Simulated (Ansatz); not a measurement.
# Bi: the cost of one run

Method: DFT PBE, scalar-relativistic, plane waves, PAW, in Ansatz 0.2.0.

1 further run of the same task is left out (set aside as unsound or not needed).

### 1 The structure to begin with

It takes space group P6_3/mmc (No. 194, hexagonal). Conventional cell: a = 4.539 Å, b = 4.539 Å, c = 11.829 Å, α = 90.00°, β = 90.00°, γ = 120.00°.

Structure file:

```cif
data_structure
_symmetry_space_group_name_H-M 'P6_3/mmc'
_symmetry_Int_Tables_number 194
_cell_length_a 4.5390
_cell_length_b 4.5390
_cell_length_c 11.8290
_cell_angle_alpha 90.000
_cell_angle_beta 90.000
_cell_angle_gamma 120.000
_cell_volume 211.06
loop_
_atom_site_label
_atom_site_type_symbol
_atom_site_symmetry_multiplicity
_atom_site_Wyckoff_symbol
_atom_site_fract_x
_atom_site_fract_y
_atom_site_fract_z
_atom_site_occupancy
Bi1 Bi 2 c 0.33333 0.66667 0.25000 1
```

The structure comes from the Crystallography Open Database.

### 2 Functional and cell changed: PBE

Against the listed cell: strain xx, yy, zz, yz, xz, xy = -1.1, -1.1, -1.1, +0.0, +0.0, +0.0 %.

input.yaml

```yaml
crystal:
  lattice:
    - [4.4881634963, 0.0, 0.0]
    - [-2.2440817482, 3.8868636042, 0.0]
    - [0.0, 0.0, 11.6965152]
  atoms:
    - { symbol: Bi, position: [0.3333333333, 0.6666666667, 0.25] }
    - { symbol: Bi, position: [0.6666666667, 0.3333333333, 0.75] }
basis:
  ecutwfc: 420
kpoints:
  mp_grid: { grid: [12, 12, 4] }
hamiltonian:
  xc: pbe
scf:
  occupations: { method: gaussian, width: 0.1 }
output:
  forces: true
  stress: true
  eigenvalues: true
  populations: true
```

Command:

```bash
$ ansatz run input.yaml --threads 1 --pin off --max-ram 1331MiB --backend cpu --events-out ev --progress --plain --runs-dir out
```

Q: Estimate wall time and peak memory on 1 thread of an x86-64 CPU, shared host.

About 25 s, with a peak of 0.51 GiB.
